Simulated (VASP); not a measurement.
# WS2 (P6_3/mmc) in VASP: single point with PBE0

Aim: the single point of WS2 with PBE0.

All numbers are computed with VASP 6.6.1; they aren't measurements. Logs are shortened: lines on timing, memory, paths and dates and some standing lists are left out, and cuts for length are marked.

## (1) The structure

Symmetry: P6_3/mmc, No. 194, hexagonal system. Conventional cell: a = 3.147 Å, b = 3.147 Å, c = 12.681 Å, α = 90.00°, β = 90.00°, γ = 120.00°. Around W (site symmetry -6m2) lie 6 S at 2.40 Å. S (site symmetry 3m) has 3 W at 2.40 Å as nearest neighbours.

The cell is a database's computed one.

## (2) Single point, PBE0

File POSCAR:

```
WS2
1.0
    3.1468500000      0.0000000000      0.0000000000
   -1.5734200000      2.7252500000      0.0000000000
    0.0000000000      0.0000000000     12.6806900000
W S
2 4
Direct
    0.3333300000      0.6666700000      0.2500000000
    0.6666700000      0.3333300000      0.7500000000
    0.3333300000      0.6666700000      0.6263300000
    0.6666700000      0.3333300000      0.1263300000
    0.3333300000      0.6666700000      0.8736700000
    0.6666700000      0.3333300000      0.3736700000
```

File INCAR.step1:

```
ALGO     = Normal         # electronic algorithm
EDIFF    = 1E-5           # SCF threshold, eV
ENCUT    = 520            # plane-wave cutoff, eV
GGA      = PE             # functional
ISIF     = 2              # what is computed and relaxed
ISMEAR   = 0              # smearing method
LASPH    = T              # aspherical terms in the spheres
LCHARG   = F              # write CHGCAR
LREAL    = F              # projectors in reciprocal space
LWAVE    = T              # write WAVECAR
NELM     = 100            # most SCF steps
PREC     = Accurate       # precision mode
SIGMA    = 0.02           # smearing width, eV
```

File INCAR.step2:

```
AEXX     = 0.25           # exact-exchange fraction
ALGO     = Normal         # electronic algorithm
EDIFF    = 1E-7           # SCF threshold, eV
ENCUT    = 520            # plane-wave cutoff, eV
GGA      = PE             # functional
ISIF     = 2              # what is computed and relaxed
ISMEAR   = 0              # smearing method
ISTART   = 1            
LASPH    = T              # aspherical terms in the spheres
LCHARG   = F              # write CHGCAR
LHFCALC  = T              # exact exchange
LREAL    = F              # projectors in reciprocal space
LWAVE    = F              # write WAVECAR
NELM     = 100            # most SCF steps
PREC     = Accurate       # precision mode
PRECFOCK = Fast         
SIGMA    = 0.02           # smearing width, eV
```

File KPOINTS:

```
k-points
0
Gamma
  6 6 2
```

Potentials or basis: VASP PAW PBE potentials, release 64 (W_sv, S).

Run with:

```bash
> cat potpaw_PBE.64/W_sv/POTCAR potpaw_PBE.64/S/POTCAR > POTCAR
> cp INCAR.step1 INCAR
> mpirun -np 1 vasp_std > vasp.out
> cp INCAR.step2 INCAR
> mpirun -np 1 vasp_std > vasp.out
```

OUTCAR:

```text
AEXX = 0.25
   EDIFF = 1E-7
   ENCUT = 520
   GGA = PE
   ISIF = 2
   ISMEAR = 0
   ISTART = 1
   LASPH = T
   LHFCALC = T
   LREAL = F
   NELM = 100
   PREC = Accurate
   PRECFOCK = Fast

 ion  position               nearest neighbor table
   1  0.333  0.667  0.250-   4 2.40   6 2.40   4 2.40   6 2.40   4 2.40   6 2.40
   2  0.667  0.333  0.750-   3 2.40   5 2.40   3 2.40   5 2.40   3 2.40   5 2.40
   3  0.333  0.667  0.626-   2 2.40   2 2.40   2 2.40
   4  0.667  0.333  0.126-   1 2.40   1 2.40   1 2.40
   5  0.333  0.667  0.874-   2 2.40   2 2.40   2 2.40
   6  0.667  0.333  0.374-   1 2.40   1 2.40   1 2.40

  LATTYP: Found a hexagonal cell.
 ALAT       =     3.1468500000
 C/A-ratio  =     4.0296455185

  Lattice vectors:

 A1 = (   3.1468500000,   0.0000000000,   0.0000000000)
 A2 = (  -1.5734200000,   2.7252500000,   0.0000000000)
 A3 = (   0.0000000000,   0.0000000000,  12.6806900000)

Analysis of symmetry for initial positions (statically):
=====================================================================
 Subroutine PRICEL returns:
 Original cell was already a primitive cell.

 Routine SETGRP: Setting up the symmetry group for a
 hexagonal supercell.

 Subroutine GETGRP returns: Found  8 space group operations
 (whereof  4 operations were pure point group operations)
 out of a pool of 24 trial point group operations.

The static configuration has the point symmetry C_2h.
 The point group associated with its full space group is D_2h.

Analysis of symmetry for dynamics (positions and initial velocities):
=====================================================================
 Subroutine PRICEL returns:
 Original cell was already a primitive cell.

 Routine SETGRP: Setting up the symmetry group for a
 hexagonal supercell.

 Subroutine GETGRP returns: Found  8 space group operations
 (whereof  4 operations were pure point group operations)
 out of a pool of 24 trial point group operations.

The dynamic configuration has the point symmetry C_2h.
 The point group associated with its full space group is D_2h.

 Subroutine INISYM returns: Found  8 space group operations
 (whereof  4 operations are pure point group operations),
 and found     1 'primitive' translations

----------------------------------------------------------------------------------------

                                     Primitive cell

  volume of cell :     108.7490

  direct lattice vectors                    reciprocal lattice vectors
     3.146850000  0.000000000  0.000000000     0.317778096  0.183468823  0.000000000
    -1.573420000  2.725250000  0.000000000     0.000000000  0.366938813  0.000000000
     0.000000000  0.000000000 12.680690000     0.000000000  0.000000000  0.078860062

  length of vectors
     3.146850000  3.146845732 12.680690000     0.366938315  0.366938813  0.078860062

  position of ions in fractional coordinates (direct lattice)
     0.333330000  0.666670000  0.250000000
     0.666670000  0.333330000  0.750000000
     0.333330000  0.666670000  0.626330000
     0.666670000  0.333330000  0.126330000
     0.333330000  0.666670000  0.873670000
     0.666670000  0.333330000  0.373670000

  ion indices of the primitive-cell ions
   primitive index   ion index
                 1           1
                 2           2
                 3           3
                 4           4
                 5           5
                 6           6

----------------------------------------------------------------------------------------

 KPOINTS: k-points

Automatic generation of k-mesh.
 Grid dimensions read from file:
 generate k-points for:    6    6    2

 Generating k-lattice:

  Cartesian coordinates                     Fractional coordinates (reciprocal lattice)
     0.052963016  0.030578137  0.000000000     0.166666667 -0.000000000  0.000000000
     0.000000000  0.061156469  0.000000000     0.000000000  0.166666667  0.000000000
     0.000000000  0.000000000  0.039430031     0.000000000  0.000000000  0.500000000

  Length of vectors
     0.061156386  0.061156469  0.039430031

  Shift w.r.t. Gamma in fractional coordinates (k-lattice)
     0.000000000  0.000000000  0.000000000

 Subroutine IBZKPT returns following result:
 ===========================================

 Found     26 irreducible k-points:

 Following reciprocal coordinates:
            Coordinates               Weight
  0.000000  0.000000  0.000000      1.000000
  0.166667  0.000000  0.000000      4.000000
 -0.166667  0.166667  0.000000      2.000000
  0.333333  0.000000  0.000000      4.000000
 -0.333333  0.333333  0.000000      2.000000
  0.500000  0.000000  0.000000      2.000000
[... 16 lines left out ...]
  0.333333  0.166667  0.500000      4.000000
 -0.166667  0.500000  0.500000      4.000000
 [... further k-points ...]
   k-points           NKPTS =     26   k-points in BZ     NKDIM =     72   number of bands    NBANDS=     31
   number of dos      NEDOS =    301   number of ions     NIONS =      6
   total plane-waves  NPLWV =  55296
   dimension x,y,z NGX =    24 NGY =   24 NGZ =   96
   dimension x,y,z NGXF=    48 NGYF=   48 NGZF=  192
   ions per type =               2   4
   NGX,Y,Z   is equivalent  to a cutoff of  12.68, 12.68, 12.59 a.u.
   NGXF,Y,Z  is equivalent  to a cutoff of  25.36, 25.36, 25.17 a.u.
 SYSTEM =  unknown system
   PREC   = accura    normal or accurate (medium, high low for compatibility)
   ISTART =      1    job   : 0-new  1-cont  2-samecut
   ICHARG =      0    charge: 1-file 2-atom 10-const
   ISPIN  =      1    spin polarized calculation?
   LNONCOLLINEAR =      F non collinear calculations
   LSORBIT =      F    spin-orbit coupling
   LASPH  =      T    aspherical Exc in radial PAW
   ENCUT  =  520.0 eV  38.22 Ry    6.18 a.u.   5.85  5.85 23.58*2*pi/ulx,y,z
   NELM   =    100;   NELMIN=  2; NELMDL=  0     # of ELM steps
   EDIFF  = 0.1E-06   stopping-criterion for ELM
   LREAL  =      F    real-space projection
   EDIFFG = 0.1E-05   stopping-criterion for IOM
   NSW    =      0    number of steps for IOM
   IBRION =     -1    ionic relax: 0-MD 1-quasi-New 2-CG
   NFREE  =      0    steps in history (QN), initial steepest desc. (CG)
   ISIF   =      2    stress and relaxation
   ISYM   =      3    0-nonsym 1-usesym 2-fastsym
   POTIM  = 0.5000    time-step for ionic-motion
   TEBEG  =    0.0;   TEEND  =   0.0 temperature during run
   PSTRESS=    0.0 pullay stress
   NELECT =      52.0000    total number of electrons
   NUPDOWN=      -1.0000    fix difference up-down
   EMIN   =  10.00;   EMAX   =-10.00  energy-range for DOS
   EFERMI =   0.00;   METHOD = LEGACY
   ISMEAR =     0;   SIGMA  =   0.02  broadening in eV -4-tet -1-fermi 0-gaus
   EFERMI_NEDOS =   21; number of points for ismear=-14 and -15
   IALGO  =     38    algorithm
   IMIX   =      1    mixing-type and parameters
     AMIX     =   0.40;   BMIX     =  1.00
     AMIX_MAG =   1.60;   BMIX_MAG =  1.00
  volume/ion in A,a.u.               =      18.12       122.31
  Fermi-wavevector in a.u.,A,eV,Ry     =   1.280170  2.419170 22.297694  1.638834
  Thomas-Fermi vector in A             =   2.412613
   LORBIT       =      0    0 simple, 1 ext, 2 COOP (PROOUT), +10 PAW based schemes
   GGA     = PE    functional components
   LHFCALC =     T    Hartree Fock is set to
   PRECFOCK=fast      Normal, Fast or Accurate (Low or Medium for compatibility)
   ENCUT4O =  -1.0   cutoff for four orbital integrals eV
   NKREDX  =     1    reduce k-point grid by
   NKREDY  =     1    reduce k-point grid by
   NKREDZ  =     1    reduce k-point grid by
   AEXX    =    0.2500 exact exchange contribution
   HFSCREEN=    0.0000 screening length (either q_TF or 0.3 A-1)
   HFSCREENC=   0.0000 screening length for correlation (either q_TF or 0.3 A-1)
   ENCUTFOCK=  -1.0 apply spherical cutoff to Coloumb kernel
   IVDW    =     0    specifies the selected vdW correction
   LEPSILON=     F    determine dielectric tensor
   LRPA    =     F    only Hartree local field effects (RPA)
 non-spin polarized calculation
 Gauss-broadening in eV      SIGMA  =   0.02
  energy-cutoff  :      520.00
  volume of cell :      108.75
 maximum number of plane-waves:      2957
  NGX = 14; NGY = 14; NGZ = 56

 number of electron      51.9999992 magnetization

 Free energy of the ion-electron system (eV)
  ---------------------------------------------------
  ext. energy  EPLUGINS =         0.00000000
  ---------------------------------------------------
  free energy    TOTEN  =       -60.71926666 eV

  energy without entropy =      -60.71926666  energy(sigma->0) =      -60.71926666

 E-fermi :   6.5398     XC(G=0):  -8.4935

 val. band max:        6.3611792480   @ k =   0.0000   0.0000   0.0000
 cond. band min:       8.7419380892   @ k =  -0.1667   0.3333   0.0000
 fundamental gap:      2.3807588412
 Fermi energy:         6.5398175728

 k-point     1 :       0.0000    0.0000    0.0000
  band No.  band energies     occupation
      1     -72.2221      2.00000
      2     -72.2220      2.00000
      3     -35.0358      2.00000
      4     -35.0357      2.00000
      5     -34.8011      2.00000
      6     -34.8011      2.00000
[... 23 lines left out ...]
     30      10.2752      0.00000
     31      10.2996      0.00000

 k-point     2 :       0.1667    0.0000    0.0000
  band No.  band energies     occupation
      1     -72.2157      2.00000
      2     -72.2156      2.00000
      3     -35.0145      2.00000
      4     -35.0143      2.00000
      5     -34.9193      2.00000
      6     -34.9192      2.00000
[... 23 lines left out ...]
     30      10.0856      0.00000
     31      10.0990      0.00000

 k-point     3 :      -0.1667    0.1667    0.0000
  band No.  band energies     occupation
      1     -72.2157      2.00000
      2     -72.2156      2.00000
      3     -35.0145      2.00000
      4     -35.0143      2.00000
      5     -34.9193      2.00000
      6     -34.9192      2.00000
[... 23 lines left out ...]
     30      10.0855      0.00000
     31      10.0988      0.00000

 k-point     4 :       0.3333    0.0000    0.0000
  band No.  band energies     occupation
      1     -72.2030      2.00000
      2     -72.2029      2.00000
      3     -35.1497      2.00000
      4     -35.1496      2.00000
      5     -34.9710      2.00000
      6     -34.9707      2.00000
[... 635 lines left out ...]
     30      10.1046      0.00000
     31      10.5813      0.00000

 k-point    23 :       0.3333    0.1667    0.5000
  band No.  band energies     occupation
      1     -72.1966      2.00000
      2     -72.1965      2.00000
      3     -35.2038      2.00000
      4     -35.2038      2.00000
      5     -34.9698      2.00000
      6     -34.9698      2.00000
[... 23 lines left out ...]
     30      10.6766      0.00000
     31      11.1862      0.00000

 k-point    24 :      -0.1667    0.5000    0.5000
  band No.  band energies     occupation
      1     -72.1966      2.00000
      2     -72.1965      2.00000
      3     -35.2038      2.00000
      4     -35.2038      2.00000
      5     -34.9698      2.00000
      6     -34.9698      2.00000
[... 23 lines left out ...]
     30      10.6767      0.00000
     31      11.1863      0.00000

 [... further k-points ...]

------------------------ aborting loop because EDIFF is reached ----------------------------------------

  FORCE on cell =-STRESS in cart. coord.  units (eV):
  Direction    XX          YY          ZZ          XY          YZ          ZX
  --------------------------------------------------------------------------------------
  -------------------------------------------------------------------------------------
  Total        0.2049456      0.2041166     -0.5420136     -0.0007173     -0.0000000      0.0000000
  in kB        3.0194229      3.0072090     -7.9853779     -0.0105681     -0.0000000      0.0000000
  external PRESSURE =      -0.6529153 kB  Pullay stress =       0.0000000 kB

 VOLUME and BASIS-vectors are now :
 -----------------------------------------------------------------------------
  energy-cutoff  :      520.00
  volume of cell :      108.75
      direct lattice vectors                 reciprocal lattice vectors
     3.146850000  0.000000000  0.000000000     0.317778096  0.183468823  0.000000000
    -1.573420000  2.725250000  0.000000000     0.000000000  0.366938813  0.000000000
     0.000000000  0.000000000 12.680690000     0.000000000  0.000000000  0.078860062

 POSITION                                       TOTAL-FORCE (eV/Angst)
 -----------------------------------------------------------------------------------
     -0.00001      1.81684      3.17017         0.000732     -0.000423      0.000000
      1.57344      0.90841      9.51052        -0.000732      0.000423      0.000000
     -0.00001      1.81684      7.94230         0.000371     -0.000214      0.251854
      1.57344      0.90841      1.60195        -0.000371      0.000214      0.251854
     -0.00001      1.81684     11.07874         0.000371     -0.000214     -0.251854
      1.57344      0.90841      4.73839        -0.000371      0.000214     -0.251854
 -----------------------------------------------------------------------------------
    total drift:                               -0.000004     -0.000003     -0.000112

  FREE ENERGIE OF THE ION-ELECTRON SYSTEM (eV)
  ---------------------------------------------------
  free  energy   TOTEN  =       -60.7192666552 eV

  energy  without entropy=      -60.7192666552  energy(sigma->0) =      -60.71926666
```

Run time: 2.1 h. Hardware: 1 thread of AMD EPYC 9R14 (Zen 4), shared host; peak memory 0.29 GiB.

What came out:

```
Free energy            : -60.7193 eV
Pressure               : -0.1 GPa
Largest force          : 0.252 eV/Å
Band gap on the k mesh : 2.38 eV, indirect (least direct gap 3.07 eV)
```

Forces in eV/Å, atoms in the order of the input:
```
W    0.001  0.000  0.000
W   -0.001  0.000  0.000
S    0.000  0.000  0.252
S    0.000  0.000  0.252
S    0.000  0.000 -0.252
S    0.000  0.000 -0.252
```

Caveat: the PAW data sets were made with another functional, which shifts forces and pressure a little; spin-orbit coupling is left out, which moves the levels of the heavy elements; this functional lacks dispersion, which binds the layers, so the pressure and a relaxed spacing across them are unreliable. A k mesh can miss the band edges.
